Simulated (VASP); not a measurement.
**ThCo5: a series over U**

What does DFT+U do to ThCo5? The start is a cell from a database of measured crystal structures.

Main program and level: VASP 6.6.1; LDA, spin-polarised from a ferromagnetic start; plane waves and PAW (Th, Co), in the first sound run; inputs show where later runs differ.

### 1. Set-up

The structure is hexagonal, space group P6/mmm (No. 191). The conventional cell has a = 4.999 Å, b = 4.999 Å, c = 4.002 Å, α = 90.00°, β = 90.00°, γ = 120.00°. Nearest to Th lie 18 Co at 2.89 to 3.20 Å. Nearest to Co lie 9 Co at 2.47 to 2.89 Å and 3 Th at 2.89 Å. Co has 8 Co at 2.47 to 2.50 Å and 4 Th at 3.20 Å nearest. Farther neighbours are not listed.

As a file:

```cif
data_structure
_symmetry_space_group_name_H-M 'P 1'
_symmetry_Int_Tables_number 1
_cell_length_a 4.9990
_cell_length_b 4.9990
_cell_length_c 4.0015
_cell_angle_alpha 90.000
_cell_angle_beta 90.000
_cell_angle_gamma 120.000
_cell_volume 86.60
loop_
_atom_site_label
_atom_site_type_symbol
_atom_site_fract_x
_atom_site_fract_y
_atom_site_fract_z
_atom_site_occupancy
Th1 Th 0.00000 0.00000 0.00000 1
Co2 Co 0.66667 0.33333 0.00000 1
Co3 Co 0.33333 0.66667 0.00000 1
Co4 Co 0.00000 0.50000 0.50000 1
Co5 Co 0.50000 0.50000 0.50000 1
Co6 Co 0.50000 0.00000 0.50000 1
```

### 2. Series over U, start order fm, U 0

U penalises partly filled orbitals; repeating the run over U shows how far moments and gap depend on it.

INCAR

```
SYSTEM = ThCo5
PREC = Accurate
ENCUT = 350
EDIFF = 1E-06
NELM = 150
ISMEAR = 1
SIGMA = 0.1
LREAL = .FALSE.
ALGO = Normal
GGA = CA
NBANDS = 45
ISPIN = 2
MAGMOM = 0 2 2 2 2 2
LASPH = .TRUE.
LMAXMIX = 6
AMIX = 0.2
BMIX = 1E-04
AMIX_MAG = 0.8
BMIX_MAG = 1E-04
LORBIT = 11
LWAVE = .FALSE.
LCHARG = .FALSE.
KPAR = 2
NEDOS = 1200
```

POSCAR

```
ThCo5
1.0
    4.9990000000      0.0000000000      0.0000000000
   -2.4995000000      4.3292609935      0.0000000000
    0.0000000000      0.0000000000      4.0015000000
Th Co
1 5
Direct
    0.0000000000      0.0000000000      0.0000000000
    0.6666666667      0.3333333333      0.0000000000
    0.3333333333      0.6666666667      0.0000000000
    0.0000000000      0.5000000000      0.5000000000
    0.5000000000      0.5000000000      0.5000000000
    0.5000000000      0.0000000000      0.5000000000
```

KPOINTS

```
Automatic mesh
0
Gamma
4 4 4
0 0 0
```

The projector-augmented-wave data sets are Th and Co (LDA family, release 64).

Launch:

```console
mpirun -np 2 vasp_std
```

Log:

```text
[banner, memory and clock lines left out]
running    2 mpi-ranks, on    1 nodes
 distrk:  each k-point on    1 cores,    2 groups
 distr:  one band on    1 cores,    1 groups

 POSCAR found type information on POSCAR ThCo
 POSCAR found :  2 types and       6 ions
 LDA part: xc-table for (Slater(with rela. corr.)+CA(PZ))
 , standard interpolation
 POSCAR, INCAR and KPOINTS ok, starting setup
 FFT: planning ... GRIDC
 FFT: planning ... GRID_SOFT
 FFT: planning ... GRID
 WAVECAR not read
 entering main loop
       N       E                     dE             d eps       ncg     rms          rms(c)
DAV:   1     0.396719731537E+03    0.39672E+03   -0.18345E+04  2160   0.116E+03
DAV:   2    -0.119739263805E+02   -0.40869E+03   -0.38305E+03  2173   0.299E+02
DAV:   3    -0.543675307566E+02   -0.42394E+02   -0.38729E+02  2340   0.110E+02
DAV:   4    -0.570200350490E+02   -0.26525E+01   -0.26223E+01  3086   0.254E+01
DAV:   5    -0.571240279147E+02   -0.10399E+00   -0.10383E+00  3565   0.413E+00    0.602E+01
DAV:   6    -0.544776859097E+02    0.26463E+01   -0.39667E+01  2617   0.709E+01    0.326E+01
DAV:   7    -0.571536588406E+02   -0.26760E+01   -0.30830E+01  2762   0.963E+01    0.394E+01
DAV:   8    -0.495240288444E+02    0.76296E+01   -0.73318E+00  2955   0.468E+01    0.238E+01
DAV:   9    -0.496414937112E+02   -0.11746E+00   -0.49241E+00  3245   0.170E+01    0.198E+01
DAV:  10    -0.493802768975E+02    0.26122E+00   -0.16715E+00  2884   0.158E+01    0.156E+01
DAV:  11    -0.495290479926E+02   -0.14877E+00   -0.20715E-01  3381   0.409E+00    0.192E+01
DAV:  12    -0.496487596681E+02   -0.11971E+00   -0.25509E-01  3470   0.406E+00    0.979E+00
DAV:  13    -0.493299908823E+02    0.31877E+00   -0.29756E-01  3171   0.838E+00    0.439E+00
DAV:  14    -0.492745354440E+02    0.55455E-01   -0.91205E-02  3336   0.300E+00    0.205E+00
DAV:  15    -0.492697448090E+02    0.47906E-02   -0.13312E-02  3042   0.892E-01    0.161E+00
DAV:  16    -0.492699304420E+02   -0.18563E-03   -0.13973E-03  2559   0.272E-01    0.159E+00
DAV:  17    -0.492685639393E+02    0.13665E-02   -0.64193E-04  3271   0.227E-01    0.137E+00
DAV:  18    -0.492689419368E+02   -0.37800E-03   -0.72754E-03  2705   0.104E+00    0.133E+00
DAV:  19    -0.492645435063E+02    0.43984E-02   -0.50653E-03  2911   0.936E-01    0.588E-01
DAV:  20    -0.492638505649E+02    0.69294E-03   -0.24459E-03  2910   0.409E-01    0.399E-01
DAV:  21    -0.492642538023E+02   -0.40324E-03   -0.14151E-03  2990   0.478E-01    0.477E-01
DAV:  22    -0.492636029490E+02    0.65085E-03   -0.11401E-03  2839   0.397E-01    0.163E-01
DAV:  23    -0.492635098847E+02    0.93064E-04   -0.21514E-04  2853   0.113E-01    0.129E-01
DAV:  24    -0.492634541499E+02    0.55735E-04   -0.43590E-05  2930   0.513E-02    0.139E-01
DAV:  25    -0.492634401571E+02    0.13993E-04   -0.61023E-06  2581   0.165E-02    0.143E-01
DAV:  26    -0.492635779562E+02   -0.13780E-03   -0.45776E-04  2800   0.273E-01    0.599E-02
DAV:  27    -0.492636303861E+02   -0.52430E-04   -0.34439E-04  3095   0.176E-01    0.825E-02
DAV:  28    -0.492636268776E+02    0.35085E-05   -0.52650E-05  2865   0.670E-02    0.367E-02
DAV:  29    -0.492636418007E+02   -0.14923E-04   -0.62896E-05  2721   0.817E-02    0.398E-02
DAV:  30    -0.492636478623E+02   -0.60616E-05   -0.18138E-05  2998   0.287E-02    0.262E-02
[...]
DAV:  43    -0.492636323285E+02   -0.69526E-05   -0.22663E-05  2798   0.306E-02    0.245E-02
DAV:  44    -0.492636585611E+02   -0.26233E-04   -0.94446E-05  2802   0.104E-01    0.353E-02
DAV:  45    -0.492637013925E+02   -0.42831E-04   -0.13108E-04  2906   0.105E-01    0.493E-02
DAV:  46    -0.492636780359E+02    0.23357E-04   -0.44048E-05  2675   0.742E-02    0.358E-02
DAV:  47    -0.492636411250E+02    0.36911E-04   -0.12989E-04  2866   0.116E-01    0.226E-02
DAV:  48    -0.492636341672E+02    0.69578E-05   -0.30235E-05  2941   0.381E-02    0.226E-02
DAV:  49    -0.492636109202E+02    0.23247E-04   -0.85257E-05  2797   0.980E-02    0.222E-02
DAV:  50    -0.492635865499E+02    0.24370E-04   -0.95998E-05  2922   0.872E-02    0.300E-02
DAV:  51    -0.492635818661E+02    0.46837E-05   -0.15772E-05  2776   0.254E-02    0.348E-02
DAV:  52    -0.492635704128E+02    0.11453E-04   -0.67514E-06  2080   0.273E-02    0.393E-02
DAV:  53    -0.492635726009E+02   -0.21881E-05   -0.98323E-07  1096   0.105E-02    0.389E-02
DAV:  54    -0.492635729099E+02   -0.30903E-06   -0.19373E-07  1080   0.187E-03
   1 F= -.49263573E+02 E0= -.49265015E+02  d E =0.432625E-02  mag=     4.3172
```

The job ended after 2.9 min (2 MPI ranks of AMD EPYC 7571, shared host; peak memory 0.32 GiB; 5.7 min of CPU time).

The logs omit lines about the potential files and the build; timing stands in the text.

OUTCAR, selected parts (step 2):

```text
ion  position               nearest neighbor table
   1  0.000  0.000  0.000-   2 2.89   3 2.89   3 2.89   2 2.89   2 2.89   3 2.89   4 3.20   5 3.20
                             4 3.20   4 3.20   4 3.20   5 3.20   5 3.20   5 3.20   6 3.20   6 3.20
   2  0.667  0.333  0.000-   6 2.47   6 2.47   4 2.47   4 2.47   5 2.47   5 2.47   3 2.89   1 2.89
                             3 2.89   1 2.89   1 2.89   3 2.89
   3  0.333  0.667  0.000-   6 2.47   6 2.47   4 2.47   4 2.47   5 2.47   5 2.47   2 2.89   1 2.89
                             2 2.89   1 2.89   1 2.89   2 2.89
   4  0.000  0.500  0.500-   2 2.47   3 2.47   2 2.47   3 2.47   6 2.50   6 2.50   5 2.50   5 2.50
                             1 3.20   1 3.20   1 3.20   1 3.20
   5  0.500  0.500  0.500-   2 2.47   3 2.47   2 2.47   3 2.47   6 2.50   6 2.50   4 2.50   4 2.50
                             1 3.20   1 3.20   1 3.20   1 3.20
   6  0.500  0.000  0.500-   2 2.47   3 2.47   2 2.47   3 2.47   4 2.50   5 2.50   5 2.50   4 2.50
                             1 3.20   1 3.20   1 3.20   1 3.20

  LATTYP: Found a hexagonal cell.
 ALAT       =     4.9990000000
 C/A-ratio  =     0.8004600920

 Subroutine GETGRP returns: Found 24 space group operations
 (whereof 24 operations were pure point group operations)

The static configuration has the point symmetry D_6h.

 Found     12 irreducible k-points:

   k-points           NKPTS =     12   k-points in BZ     NKDIM =     12   number of bands    NBANDS=     45

   dimension x,y,z NGX =    32 NGY =   32 NGZ =   24
   dimension x,y,z NGXF=    64 NGYF=   64 NGZF=   48

   ENCUT  =  350.0 eV  25.72 Ry    5.07 a.u.   7.63  7.63  6.10*2*pi/ulx,y,z

   NELECT =      57.0000    total number of electrons

 k-points in reciprocal lattice and weights: Automatic mesh
   0.00000000  0.00000000  0.00000000       0.016
   0.25000000 -0.00000000  0.00000000       0.094
   0.50000000 -0.00000000  0.00000000       0.047
   0.25000000  0.25000000  0.00000000       0.094
   0.00000000  0.00000000  0.25000000       0.031
   0.25000000 -0.00000000  0.25000000       0.188
   0.50000000 -0.00000000  0.25000000       0.094
   0.25000000  0.25000000  0.25000000       0.188
   0.00000000  0.00000000  0.50000000       0.016
   0.25000000 -0.00000000  0.50000000       0.094
   0.50000000 -0.00000000  0.50000000       0.047
   0.25000000  0.25000000  0.50000000       0.094

 average (electrostatic) potential at core
       1 -54.8571       2 -79.2148       3 -79.2148       4 -79.2295       5 -79.2295
       6 -79.2295

 E-fermi :   8.7022

 spin component 1
 k-point     1 :       0.0000    0.0000    0.0000
  band No.  band energies     occupation
    ...
     23       7.6337      1.00000
     24       7.6337      1.00000
     25       7.7786      1.00000
     26       7.9457      1.00000
     27       7.9457      1.00000
     28       8.7642      0.07115
     29       8.7642      0.07115
     30       8.7771      0.02424
     31       8.9494     -0.00131
     32       9.9369     -0.00000
    ...

 k-point     2 :       0.2500   -0.0000    0.0000
  band No.  band energies     occupation
    ...
     26       7.8176      1.00000
     27       7.8401      1.00000
     28       7.9787      1.00000
     29       8.2169      1.00000
     30       8.2591      1.00000
     31       8.7621      0.08024
     32       9.3285     -0.00000
     33      10.2255     -0.00000
     34      10.3664     -0.00000
     35      10.8907      0.00000
    ...

 k-point     3 :       0.5000   -0.0000    0.0000
  band No.  band energies     occupation
    ...
     26       7.6628      1.00000
     27       7.7800      1.00000
     28       7.8006      1.00000
     29       7.9104      1.00000
     30       7.9771      1.00000
     31       8.7606      0.08732
     32       8.7670      0.05951
     33      10.6690     -0.00000
     34      10.6732     -0.00000
     35      11.3127      0.00000
    ...

 k-point     4 :       0.2500    0.2500    0.0000
  band No.  band energies     occupation
    ...
     27       7.7430      1.00000
     28       7.7804      1.00000
     29       7.8975      1.00000
     30       8.1978      1.00000
     31       8.5383      1.02128
     32       8.7591      0.09420
     33      10.1934     -0.00000
     34      10.8036      0.00000
     35      11.1610      0.00000
     36      11.5200      0.00000
    ...

 k-point     5 :       0.0000    0.0000    0.2500
  band No.  band energies     occupation
    ...
     26       7.9871      1.00000
     27       7.9871      1.00000
     28       8.0811      1.00000
     29       8.0811      1.00000
     30       8.1281      1.00000
     31       8.7772      0.02375
     32       9.1133     -0.00000
     33       9.5748     -0.00000
     34       9.5748     -0.00000
     35       9.9200     -0.00000
    ...

 k-point     6 :       0.2500   -0.0000    0.2500
  band No.  band energies     occupation
    ...
     27       7.9535      1.00000
     28       8.0385      1.00000
     29       8.1197      1.00000
     30       8.3335      1.00000
     31       8.4854      1.00448
     32       8.8362     -0.03370
     33       9.9653     -0.00000
     34       9.9889     -0.00000
     35      10.4667     -0.00000
     36      10.7920      0.00000
    ...

  Total      -10.2375972    -10.2375972     -9.6748385      0.0000000      0.0000000      0.0000000
  in kB     -189.4038896   -189.4038895   -178.9923951      0.0000000      0.0000000      0.0000000
  external PRESSURE =    -185.9333914 kB  Pullay stress =       0.0000000 kB

  energy-cutoff  :      350.00
  volume of cell :       86.60
      direct lattice vectors                 reciprocal lattice vectors
     4.999000000  0.000000000  0.000000000     0.200040008  0.115493152  0.000000000
    -2.499500000  4.329260994  0.000000000     0.000000000  0.230986305  0.000000000
     0.000000000  0.000000000  4.001500000     0.000000000  0.000000000  0.249906285

 POSITION                                       TOTAL-FORCE (eV/Angst)
 -----------------------------------------------------------------------------------
      0.00000      0.00000      0.00000         0.000000      0.000000      0.000000
      2.49950      1.44309      0.00000        -0.000000      0.000000      0.000000
     -0.00000      2.88617      0.00000         0.000000      0.000000     -0.000000
     -1.24975      2.16463      2.00075         0.000000      0.000000      0.000000
      1.24975      2.16463      2.00075         0.000000      0.000000      0.000000
      2.49950      0.00000      2.00075         0.000000      0.000000      0.000000
 -----------------------------------------------------------------------------------
    total drift:                               -0.000000      0.000000     -0.000000

  FREE ENERGIE OF THE ION-ELECTRON SYSTEM (eV)
  ---------------------------------------------------
  free  energy   TOTEN  =       -49.2635729099 eV

  energy  without entropy=      -49.2678991583  energy(sigma->0) =      -49.26501499

 total charge
# of ion       s       p       d       f       tot
--------------------------------------------------
    1        2.146   5.790   1.096   0.442   9.474
    2        0.502   0.440   7.332   0.000   8.274
    3        0.502   0.440   7.332   0.000   8.274
    4        0.501   0.448   7.276   0.000   8.225
    5        0.501   0.448   7.276   0.000   8.225
    6        0.501   0.448   7.276   0.000   8.225
--------------------------------------------------
tot          4.653   8.013  37.588   0.442  50.697

 magnetization (x)
# of ion       s       p       d       f       tot
--------------------------------------------------
    1       -0.010  -0.015  -0.115  -0.050  -0.190
    2        0.003  -0.022   0.960   0.000   0.940
    3        0.003  -0.022   0.960   0.000   0.940
    4       -0.004  -0.021   0.957   0.000   0.932
    5       -0.004  -0.021   0.957   0.000   0.932
    6       -0.004  -0.021   0.957   0.000   0.932
--------------------------------------------------
tot         -0.016  -0.121   4.675  -0.050   4.487

[... 6 further parts left out ...]
```

The magnetic state follows from one typed start and may not be the lowest. The k-mesh is coarse for a metal.

Numbers from this step:

* electronic cycles: 54
* electrons: 57
* free energy (TOTEN): -49.26 eV
* energy at zero smearing: -49.27 eV
* Fermi energy: 8.702 eV
* moment of the cell, from the last line of the log: 4.317 μB
* labelled metallic, from the levels on this mesh: yes
* DOS at the Fermi level: 11.31 states/eV/cell

Spin moment in the PAW sphere by atom:

| atom | spin moment in the PAW sphere (μB) |
| --- | --- |
| Th1 | -0.190 |
| Co2 | 0.940 |
| Co3 | 0.940 |
| Co4 | 0.932 |
| Co5 | 0.932 |
| Co6 | 0.932 |

The density of states has structure finer than the step of the table below, so its rows give means over 1 eV, whole bins alone (the curve runs from -12.0 to 7.91 eV). Peaks (eV: height): total up -2.6: 9.88, -1.7: 10.2, -1.0: 12.0, 3.4: 10.2; total down -1.9: 8.82, -0.1: 10.8, 3.1: 10.5, 3.4: 9.79; Th s down -3.2: 0.0598, -2.8: 0.105, 6.0: 0.0906, 7.1: 0.123; Th p up -1.7: 0.176, 1.3: 0.113, 2.2: 0.078, 4.7: 0.119; Th p down -1.0: 0.145, 1.9: 0.0639, 2.4: 0.0662, 4.9: 0.109.

Means over bins of 0.086 eV. The density of states by energy, zero at the Fermi level; means over each step; 7 of 15 lines; values in states/eV/cell:

| energy (eV) | total up | total down | Th s down | Th p up | Th p down | Th d up | Th d down |
| --- | --- | --- | --- | --- | --- | --- | --- |
| -9 | 0 | 0 | 0 | 0 | 0 | 0 | 0 |
| -8 | 0.0117 | 0.00479 | 2.3e-4 | 0 | 0 | 2.8e-5 | 6.2e-6 |
| -7 | 0.145 | 0.150 | 0.00673 | 0.00217 | 0.00220 | 3.8e-4 | 4.1e-4 |
| -6 | 0.317 | 0.302 | 0.00973 | 0.00823 | 0.00821 | 0.00242 | 0.00240 |
| -5 | 1.04 | 0.865 | 0.00846 | 0.0183 | 0.0194 | 0.0413 | 0.0362 |
| -4 | 2.18 | 1.00 | 0.0105 | 0.00725 | 0.00633 | 0.0806 | 0.0610 |
| -3 | 6.67 | 3.67 | 0.0527 | 0.0341 | 0.0214 | 0.134 | 0.142 |
| -2 | 6.39 | 6.46 | 0.00689 | 0.0594 | 0.0371 | 0.118 | 0.166 |
| -1 | 8.36 | 5.62 | 0.00581 | 0.0359 | 0.0749 | 0.0942 | 0.123 |
| 0 | 2.88 | 7.71 | 0.00181 | 0.0109 | 0.0258 | 0.0508 | 0.109 |
| 1 | 1.59 | 2.73 | 0.0139 | 0.0342 | 0.0149 | 0.202 | 0.0760 |
| 2 | 2.14 | 2.85 | 0.00231 | 0.0394 | 0.0436 | 0.247 | 0.289 |
| 3 | 5.41 | 5.64 | 0.00238 | 0.00935 | 0.0136 | 0.204 | 0.192 |
| 4 | 2.22 | 2.22 | 0.0102 | 0.0182 | 0.0162 | 0.325 | 0.335 |
| 5 | 1.04 | 0.981 | 0.00158 | 0.0267 | 0.0282 | 0.240 | 0.203 |
| 6 | 0.446 | 0.603 | 0.0141 | 0.0122 | 0.0120 | 0.175 | 0.242 |
| 7 | 0.245 | 0.243 | 0.0181 | 0.00559 | 0.00637 | 0.0614 | 0.0560 |

The density of states holds every band computed, so its fall toward the upper end of the range is no gap.

Energy at zero smearing: -49.26501 eV.

(Part 1 of 4 ends here.)

[Lines on the potential files, build, host, timing and source positions are cut from VASP's logs without a mark.]

[Logs are printed without paths, hosts, clocks, repeated set-up lines and the standing remarks that a program may print on its own settings, such as how far it seeks lower states.]

[Hosts, paths, dates, database ids (printed as entryN), source tags and the programs' standing remarks are cut or masked in the printed files.]

[In band tables of VASP the shares of atoms and orbitals are scaled to a sum of 1 inside the atoms' spheres.]

[Runs that stopped without an error message from VASP are left out.]
